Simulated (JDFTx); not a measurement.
The system is MoS2.

```xyz
3
Lattice="3.2275 0.0000 0.0000 -1.6137 2.7951 0.0000 0.0000 0.0000 6.3125" Properties=species:S:1:pos:R:3 pbc="T T T"
Mo    0.0000    0.0000    3.1562
S     1.6137    0.9317    4.7008
S     0.0000    1.8634    1.6117
```

Measurements of this composition are mostly on another form, of space group No. 194.

Base run:

| Item | Value |
| --- | --- |
| Program | JDFTx 1.7.0 (patched build) |
| Functional | HLE16 |
| Potentials or basis | PseudoDojo-SR-PBE-0.5-standard |
| Cutoff | 1088 eV |
| Density cutoff | 8708 eV |
| k mesh | 9 × 9 × 4 |
| Occupations | fermi-dirac, width 0.05 eV |
| Spin | no spin polarisation |

Its results: band gap on the k mesh none (metal or under the smearing width); pressure -21.9 GPa; largest force 2.833 eV/Å.

Question: The run is repeated on the same cell with these changes: functional from HLE16 to BLYP. What comes out?

Answer: Band gap on the k mesh none (metal or under the smearing width); pressure 8.3 GPa; largest force 0.722 eV/Å.

Caveats: the potentials were made for another functional, which shifts forces and pressure; the potentials were made for a functional far from this one (some runs); the empty levels aren't tightly converged (some runs); so large a pressure means that the cell lies far from this level's equilibrium, or that cutoff or potentials fall short (some runs); this functional lacks dispersion, which binds the layers, so the pressure and a relaxed spacing across them are unreliable (some runs).
